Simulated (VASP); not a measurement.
# C (Fd-3m) in VASP: settings compared

One crystal, C, is run at these levels: revPBE, BLYP, PW91; tasks: relaxation of cell and atoms.

Everything below comes from runs of VASP 6.6.1. Logs are shortened: lines on timing, memory, paths and dates and some standing lists are left out, and cuts for length are marked.

**1. Starting point**

It takes space group Fd-3m (No. 227, cubic). The conventional cell has a = 3.567 Å, b = 3.567 Å, c = 3.567 Å, α = 90.00°, β = 90.00°, γ = 90.00°. C (site symmetry -43m) has 4 C at 1.54 Å as nearest neighbours.

This isn't the form of C at room conditions, which is graphite.

**2. Relaxation of cell and atoms, revPBE**

Input file INCAR:

```
PREC     = Accurate       # precision mode
ENCUT    = 600            # plane-wave cutoff, eV
EDIFF    = 1E-7           # SCF threshold, eV
ISMEAR   = -1             # smearing method
SIGMA    = 0.05           # smearing width, eV
LREAL    = False          # projectors in reciprocal space
LASPH    = True           # aspherical terms in the spheres
NELM     = 60             # most SCF steps
ALGO     = Normal         # electronic algorithm
ISIF     = 3              # what is computed and relaxed
LWAVE    = False          # write WAVECAR
LCHARG   = False          # write CHGCAR
GGA      = RE             # functional
IBRION   = 2              # ionic algorithm
NSW      = 40             # ionic steps
EDIFFG   = -0.02          # ionic threshold
```

Input file KPOINTS:

```
Automatic mesh
0
Gamma
  13 13 13
```

Input file POSCAR:

```
C
1.0
    0.0000000000      1.7833700000      1.7833700000
    1.7833700000      0.0000000000      1.7833700000
    1.7833700000      1.7833700000      0.0000000000
C
2
Direct
    0.7500000000      0.7500000000      0.7500000000
    0.5000000000      0.5000000000      0.5000000000
```

Potentials or basis: VASP PAW PBE potentials, release 64 (C).

Started as:

```
$ cat potpaw_PBE.64/C/POTCAR > POTCAR
$ mpirun -np 1 vasp_std > vasp.out
```

OUTCAR:

```text
PREC = Accurate
   ENCUT = 600
   EDIFF = 1E-7
   ISMEAR = -1
   LREAL = False
   LASPH = True
   NELM = 60
   ISIF = 3
   GGA = RE
   IBRION = 2
   NSW = 40
   EDIFFG = -0.02

 ion  position               nearest neighbor table
   1  0.750  0.750  0.750-   2 1.54   2 1.54   2 1.54   2 1.54
   2  0.500  0.500  0.500-   1 1.54   1 1.54   1 1.54   1 1.54

  LATTYP: Found a face centered cubic cell.
 ALAT       =     3.5667400000

  Lattice vectors:

 A1 = (   0.0000000000,   1.7833700000,   1.7833700000)
 A2 = (   1.7833700000,   0.0000000000,   1.7833700000)
 A3 = (   1.7833700000,   1.7833700000,   0.0000000000)

Analysis of symmetry for initial positions (statically):
=====================================================================
 Subroutine PRICEL returns:
 Original cell was already a primitive cell.

 Routine SETGRP: Setting up the symmetry group for a
 face centered cubic supercell.

 Subroutine GETGRP returns: Found 48 space group operations
 (whereof 24 operations were pure point group operations)
 out of a pool of 48 trial point group operations.

The static configuration has the point symmetry T_d .
 The point group associated with its full space group is O_h .

Analysis of symmetry for dynamics (positions and initial velocities):
=====================================================================
 Subroutine PRICEL returns:
 Original cell was already a primitive cell.

 Routine SETGRP: Setting up the symmetry group for a
 face centered cubic supercell.

 Subroutine GETGRP returns: Found 48 space group operations
 (whereof 24 operations were pure point group operations)
 out of a pool of 48 trial point group operations.

The dynamic configuration has the point symmetry T_d .
 The point group associated with its full space group is O_h .

 Subroutine INISYM returns: Found 48 space group operations
 (whereof 24 operations are pure point group operations),
 and found     1 'primitive' translations

----------------------------------------------------------------------------------------

                                     Primitive cell

  volume of cell :      11.3437

  direct lattice vectors                    reciprocal lattice vectors
     0.000000000  1.783370000  1.783370000    -0.280368067  0.280368067  0.280368067
     1.783370000  0.000000000  1.783370000     0.280368067 -0.280368067  0.280368067
     1.783370000  1.783370000  0.000000000     0.280368067  0.280368067 -0.280368067

  length of vectors
     2.522066041  2.522066041  2.522066041     0.485611737  0.485611737  0.485611737

  position of ions in fractional coordinates (direct lattice)
     0.750000000  0.750000000  0.750000000
     0.500000000  0.500000000  0.500000000

  ion indices of the primitive-cell ions
   primitive index   ion index
                 1           1
                 2           2

----------------------------------------------------------------------------------------

 KPOINTS: Automatic mesh

Automatic generation of k-mesh.
 Grid dimensions read from file:
 generate k-points for:   13   13   13

 Generating k-lattice:

  Cartesian coordinates                     Fractional coordinates (reciprocal lattice)
    -0.021566774  0.021566774  0.021566774     0.076923077  0.000000000  0.000000000
     0.021566774 -0.021566774  0.021566774     0.000000000  0.076923077  0.000000000
     0.021566774  0.021566774 -0.021566774     0.000000000  0.000000000  0.076923077

  Length of vectors
     0.037354749  0.037354749  0.037354749

  Shift w.r.t. Gamma in fractional coordinates (k-lattice)
     0.000000000  0.000000000  0.000000000

 Subroutine IBZKPT returns following result:
 ===========================================

 Found     84 irreducible k-points:

 Following reciprocal coordinates:
            Coordinates               Weight
  0.000000  0.000000  0.000000      1.000000
  0.076923  0.000000  0.000000      8.000000
  0.153846  0.000000  0.000000      8.000000
  0.230769  0.000000  0.000000      8.000000
  0.307692  0.000000  0.000000      8.000000
  0.384615  0.000000  0.000000      8.000000
[... 42 lines left out ...]
 -0.461538  0.461538  0.000000     12.000000
  0.230769  0.153846  0.076923     24.000000
 [... further k-points ...]
   k-points           NKPTS =     84   k-points in BZ     NKDIM =     84   number of bands    NBANDS=      8
   number of dos      NEDOS =    301   number of ions     NIONS =      2
   total plane-waves  NPLWV =   8000
   dimension x,y,z NGX =    20 NGY =   20 NGZ =   20
   dimension x,y,z NGXF=    40 NGYF=   40 NGZF=   40
   ions per type =               2
   NGX,Y,Z   is equivalent  to a cutoff of  13.18, 13.18, 13.18 a.u.
   NGXF,Y,Z  is equivalent  to a cutoff of  26.37, 26.37, 26.37 a.u.
 SYSTEM =  unknown system
   PREC   = accura    normal or accurate (medium, high low for compatibility)
   ISTART =      0    job   : 0-new  1-cont  2-samecut
   ICHARG =      2    charge: 1-file 2-atom 10-const
   ISPIN  =      1    spin polarized calculation?
   LNONCOLLINEAR =      F non collinear calculations
   LSORBIT =      F    spin-orbit coupling
   LASPH  =      T    aspherical Exc in radial PAW
   ENCUT  =  600.0 eV  44.10 Ry    6.64 a.u.   5.04  5.04  5.04*2*pi/ulx,y,z
   NELM   =     60;   NELMIN=  2; NELMDL= -5     # of ELM steps
   EDIFF  = 0.1E-06   stopping-criterion for ELM
   LREAL  =      F    real-space projection
   EDIFFG = -.2E-01   stopping-criterion for IOM
   NSW    =     40    number of steps for IOM
   IBRION =      2    ionic relax: 0-MD 1-quasi-New 2-CG
   NFREE  =      1    steps in history (QN), initial steepest desc. (CG)
   ISIF   =      3    stress and relaxation
   ISYM   =      2    0-nonsym 1-usesym 2-fastsym
   POTIM  = 0.5000    time-step for ionic-motion
   TEBEG  =    0.0;   TEEND  =   0.0 temperature during run
   PSTRESS=    0.0 pullay stress
   NELECT =       8.0000    total number of electrons
   NUPDOWN=      -1.0000    fix difference up-down
   EMIN   =  10.00;   EMAX   =-10.00  energy-range for DOS
   EFERMI =   0.00;   METHOD = LEGACY
   ISMEAR =    -1;   SIGMA  =   0.05  broadening in eV -4-tet -1-fermi 0-gaus
   EFERMI_NEDOS =   21; number of points for ismear=-14 and -15
   IALGO  =     38    algorithm
   IMIX   =      4    mixing-type and parameters
     AMIX     =   0.40;   BMIX     =  1.00
     AMIX_MAG =   1.60;   BMIX_MAG =  1.00
  volume/ion in A,a.u.               =       5.67        38.28
  Fermi-wavevector in a.u.,A,eV,Ry     =   1.457203  2.753714 28.891161  2.123440
  Thomas-Fermi vector in A             =   2.574032
   LORBIT       =      0    0 simple, 1 ext, 2 COOP (PROOUT), +10 PAW based schemes
   GGA     = RE    functional components
   LHFCALC =     F    Hartree Fock is set to
   AEXX    =    0.0000 exact exchange contribution
   IVDW    =     0    specifies the selected vdW correction
   LEPSILON=     F    determine dielectric tensor
   LRPA    =     F    only Hartree local field effects (RPA)
 conjugate gradient relaxation of ions
 non-spin polarized calculation
  energy-cutoff  :      600.00
  volume of cell :       11.34
 maximum number of plane-waves:       388
   NGX =  9   NGY =  9   NGZ =  9

--------------------------------------- Ionic step        1  -------------------------------------------

 number of electron       7.9999999 magnetization

 Free energy of the ion-electron system (eV)
  ---------------------------------------------------
  ext. energy  EPLUGINS =         0.00000000
  ---------------------------------------------------
  free energy    TOTEN  =       -17.38169471 eV

  energy without entropy =      -17.38169471  energy(sigma->0) =      -17.38169471

------------------------ aborting loop because EDIFF is reached ----------------------------------------

  FORCE on cell =-STRESS in cart. coord.  units (eV):
  Direction    XX          YY          ZZ          XY          YZ          ZX
  --------------------------------------------------------------------------------------
  -------------------------------------------------------------------------------------
  Total        0.4441166      0.4441166      0.4441166     -0.0000000     -0.0000000      0.0000000
  in kB       62.7268105     62.7268105     62.7268105     -0.0000000     -0.0000000      0.0000000
  external PRESSURE =      62.7268105 kB  Pullay stress =       0.0000000 kB
[... 57 lines left out ...]
  energy  without entropy=      -17.3802969567  energy(sigma->0) =      -17.38029696

--------------------------------------- Ionic step        3  -------------------------------------------

 number of electron       8.0000000 magnetization

 Free energy of the ion-electron system (eV)
  ---------------------------------------------------
  ext. energy  EPLUGINS =         0.00000000
  ---------------------------------------------------
  free energy    TOTEN  =       -17.38488896 eV

  energy without entropy =      -17.38488896  energy(sigma->0) =      -17.38488896

 E-fermi :  10.5271     XC(G=0): -13.1174

 val. band max:        9.6127326260   @ k =   0.0000   0.0000   0.0000
 cond. band min:      13.7167446846   @ k =   0.3846   0.3846   0.0000
 fundamental gap:      4.1040120587
 Fermi energy:        10.5270745049

 k-point     1 :       0.0000    0.0000    0.0000
  band No.  band energies     occupation
      1     -11.7315      2.00000
      2       9.6127      2.00000
      3       9.6127      2.00000
      4       9.6127      2.00000
      5      15.1654      0.00000
      6      15.1654      0.00000
      7      15.1654      0.00000
      8      22.5672      0.00000
[... 419 lines left out ...]
 k-point    40 :       0.4615    0.3077    0.0000
  band No.  band energies     occupation
      1      -6.1037      2.00000
      2       0.2409      2.00000
      3       2.7121      2.00000
      4       4.1970      2.00000
      5      14.8167      0.00000
      6      17.9838      0.00000
      7      23.8433      0.00000
      8      24.0428      0.00000

 [... further k-points ...]

------------------------ aborting loop because EDIFF is reached ----------------------------------------

  FORCE on cell =-STRESS in cart. coord.  units (eV):
  Direction    XX          YY          ZZ          XY          YZ          ZX
  --------------------------------------------------------------------------------------
  -------------------------------------------------------------------------------------
  Total       -0.0009372     -0.0009372     -0.0009372     -0.0000000     -0.0000000      0.0000000
  in kB       -0.1304595     -0.1304595     -0.1304595     -0.0000000     -0.0000000      0.0000000
  external PRESSURE =      -0.1304595 kB  Pullay stress =       0.0000000 kB
[... 17 lines left out ...]
  FREE ENERGIE OF THE ION-ELECTRON SYSTEM (eV)
  ---------------------------------------------------
  free  energy   TOTEN  =       -17.3848889598 eV

  energy  without entropy=      -17.3848889598  energy(sigma->0) =      -17.38488896

 reached required accuracy - stopping structural energy minimisation
```

It took 11 s on 1 thread of Intel Xeon Platinum 8488C (Sapphire Rapids), shared host; peak memory 0.12 GiB.

Results:

```
Free energy                            : -17.3849 eV
Relaxed volume                         : 5.75 Å³/atom
Relaxed cell                           : a = 2.534 Å, b = 2.534 Å, c = 2.534 Å, α = 60.00°, β = 60.00°, γ = 60.00°
Space group after relaxing (to 0.05 Å) : Fd-3m (No. 227)
Energy gained by relaxing              : 1.6 meV/atom
Ionic steps                            : 3
Pressure after relaxing                : 0.0 GPa
Band gap on the k mesh                 : 4.10 eV, indirect (least direct gap 5.55 eV)
```

The path:
```csv
step,energy change (eV),largest force (eV/Å),pressure (GPa),volume (Å³)
1,0.0000,0.0000,6.27,11.34
2,0.0014,0.0000,-7.13,11.71
3,-0.0032,0.0000,-0.01,11.51
```

Final structure:
```
C
1.0
     0.00000    1.79202    1.79202
     1.79202    0.00000    1.79202
     1.79202    1.79202    0.00000
C
2
Direct
  0.75000 0.75000 0.75000
  0.50000 0.50000 0.50000
```

Caveat: the PAW data sets were made with another functional, which shifts forces and pressure a little; an odd mesh through Γ misses points on the zone boundary, where band edges often lie.

**3. Relaxation of cell and atoms, BLYP**

Input file INCAR:

```
PREC = Accurate ; ENCUT = 600
EDIFF = 1E-6 ; ISMEAR = -1
SIGMA = 0.05 ; LREAL = False
LASPH = True ; NELM = 60
ALGO = Normal ; ISIF = 3
LWAVE = False ; LCHARG = False
GGA = B5 ; ALDAX = 1.0
AGGAX = 1.0 ; AGGAC = 1.0
ALDAC = 0.0 ; IBRION = 2
NSW = 60 ; EDIFFG = -0.01
```

KPOINTS is that of step 2.

POSCAR is that of step 2.

Potentials or basis: VASP PAW PBE potentials, release 64 (C).

Started as:

```
$ cat potpaw_PBE.64/C/POTCAR > POTCAR
$ mpirun -np 1 vasp_std > vasp.out
```

Wall time 17 s (1 thread of Intel Xeon Platinum 8488C (Sapphire Rapids), shared host); peak memory 0.11 GiB.

It converged, with:

```yaml
Free_energy: -16.7323 eV
Relaxed_volume: 5.82 Å³/atom
Relaxed_cell: a = 2.544 Å, b = 2.544 Å, c = 2.544 Å, α = 60.00°, β = 60.00°, γ = 60.00°
Space_group_after_relaxing_to_0.05_Å: Fd-3m (No. 227)
Energy_gained_by_relaxing: 5.1 meV/atom
Ionic_steps: 3
Pressure_after_relaxing: -0.1 GPa
Band_gap_on_the_k_mesh: 4.41 eV, indirect (least direct gap 5.67 eV)
```

Step by step:
```csv
step,energy change (eV),largest force (eV/Å),pressure (GPa),volume (Å³)
1,0.0000,0.0000,11.08,11.34
2,0.0031,0.0000,-11.55,12.00
3,-0.0101,0.0000,-0.06,11.64
```

Final structure:
```
C
1.0
     0.00000    1.79899    1.79899
     1.79899    0.00000    1.79899
     1.79899    1.79899    0.00000
C
2
Direct
  0.75000 0.75000 0.75000
  0.50000 0.50000 0.50000
```

Levels at points of the mesh, in eV from the valence-band top:
| k point | band 2 | band 3 | band 4 | band 5 | band 6 | band 7 |
| --- | --- | --- | --- | --- | --- | --- |
| (0.00, 0.00, 0.00) | 0.00 | 0.00 | 0.00 | 5.67 | 5.67 | 5.67 |

Caveat: the PAW data sets were made with another functional, which shifts forces and pressure a little; an odd mesh through Γ misses points on the zone boundary, where band edges often lie.

**4. Relaxation of cell and atoms, PW91**

Input file INCAR:

```
SYSTEM = C
ALGO = Normal ; EDIFF = 1E-6
EDIFFG = -0.02 ; ENCUT = 600
GGA = 91 ; IBRION = 2
ISIF = 3 ; ISMEAR = -1
LASPH = .TRUE. ; LCHARG = .FALSE.
LREAL = .FALSE. ; LWAVE = .FALSE.
NELM = 100 ; NSW = 40
PREC = Accurate ; SIGMA = 0.05
```

Input file KPOINTS:

```
k-points
0
G
  13 13 13
  0 0 0
```

POSCAR is that of step 3.

Started as:

```
$ cat potpaw_PBE.64/C/POTCAR > POTCAR
$ mpirun -np 1 vasp_std > vasp.out
```

It took 12 s on 1 thread of Intel Xeon Platinum 8488C (Sapphire Rapids), shared host; peak memory 0.11 GiB.

It converged, with:

- Free energy: -18.1965 eV
- Relaxed volume: 5.70 Å³/atom
- Relaxed cell: a = 2.526 Å, b = 2.526 Å, c = 2.526 Å, α = 60.00°, β = 60.00°, γ = 60.00°
- Space group after relaxing (to 0.05 Å): Fd-3m (No. 227)
- Energy gained by relaxing: 0.2 meV/atom
- Ionic steps: 3
- Pressure after relaxing: 0.0 GPa
- Band gap on the k mesh: 4.17 eV, indirect (least direct gap 5.60 eV)

The path:
```
step  energy change (eV)  largest force (eV/Å)  pressure (GPa)  volume (Å³)
   1              0.0000                0.0000            2.20        11.34
   2              0.0002                0.0000           -2.63        11.47
   3             -0.0004                0.0000            0.01        11.40
```

Final structure:
```cif
data_structure
_symmetry_space_group_name_H-M 'P 1'
_symmetry_Int_Tables_number 1
_cell_length_a 2.5263
_cell_length_b 2.5263
_cell_length_c 2.5263
_cell_angle_alpha 60.000
_cell_angle_beta 60.000
_cell_angle_gamma 60.000
_cell_volume 11.40
loop_
_atom_site_label
_atom_site_type_symbol
_atom_site_fract_x
_atom_site_fract_y
_atom_site_fract_z
_atom_site_occupancy
C1 C 0.75000 0.75000 0.75000 1
C2 C 0.50000 0.50000 0.50000 1
```

Levels at points of the mesh, in eV from the valence-band top:
```tsv
k point	band 1	band 2	band 3	band 4	band 5	band 6	band 7	band 8
(0.00, 0.00, 0.00)	-21.36	0.00	0.00	0.00	5.60	5.60	5.60	13.23
```

Caveat: the PAW data sets were made with another functional, which shifts forces and pressure a little; an odd mesh through Γ misses points on the zone boundary, where band edges often lie.

**5. The reference run**

An earlier run on the cell as given: functional PBE; potentials or basis VASP PAW PBE potentials, release 64 (C); cutoff 520 eV; k mesh 13 × 13 × 13; occupations fermi-dirac, width 0.05 eV; no spin polarisation.

* Pressure: 2.5 GPa
* Band gap on the k mesh: 4.14 eV, indirect (least direct gap 5.59 eV)

**6. The runs side by side**

| task | level | cell | cutoff (eV) | gap on the mesh (eV) | pressure (GPa) | relaxed volume (Å³/atom) |
| --- | --- | --- | --- | --- | --- | --- |
| relaxation of cell and atoms | revPBE | relaxed | 600 | 4.10 | 0.0 | 5.75 |
| relaxation of cell and atoms | BLYP | relaxed | 600 | 4.41 | -0.1 | 5.82 |
| relaxation of cell and atoms | PW91 | relaxed | 600 | 4.17 | 0.0 | 5.70 |
| single point | PBE | as given | 520 | 4.14 | 2.5 | - |

Alike in all rows: potentials or basis VASP PAW PBE potentials, release 64 (C); no spin polarisation; k mesh 13 × 13 × 13; smearing fermi-dirac 0.05 eV.

Caveats: an odd mesh through Γ misses points on the zone boundary, where band edges often lie; the PAW data sets were made with another functional, which shifts forces and pressure a little (some runs).

Absolute energies hang on the potentials; compare differences alone.

**7. How close it comes**

Step 2. The cell as given is a measured one (5.67 Å³/atom); revPBE puts the equilibrium volume +1.5 % from it, thermal expansion not counted.

Step 3. The cell as given is a measured one (5.67 Å³/atom); BLYP puts the equilibrium volume +2.7 % from it, thermal expansion not counted.

Step 4. The cell as given is a measured one (5.67 Å³/atom); PW91 puts the equilibrium volume +0.5 % from it, thermal expansion not counted.
